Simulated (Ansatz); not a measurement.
SrF₂:
Space group Fm-3m (No. 225); a = 5.857 Å, b = 5.857 Å, c = 5.857 Å, α = 90.00°, β = 90.00°, γ = 90.00°

```
atom  site  symmetry       x       y       z
----  ----  --------  ------  ------  ------
Sr      4a      m-3m  0.0000  0.0000  0.0000
F       8c      -43m  0.2500  0.2500  0.2500
```
(The calculation used a cell of 3 atoms; values per cell refer to that cell.)

Relaxed with PBE.

Decompose the optical modes at the zone centre into irreducible representations, and say which are infrared and Raman allowed.

Point group m-3m: Γ_opt = T1u + T2g. Infrared: T1u. Raman: T2g.

Assign frequencies (DFPT, the program Ansatz at the PBE level (PAW); without the LO–TO term).

T1u 195, T2g 270 cm⁻¹.

Symmetry was held in the PBE relaxation; phonons on a q-mesh show no instability.

Potentials: the later of the program's two PAW sets.
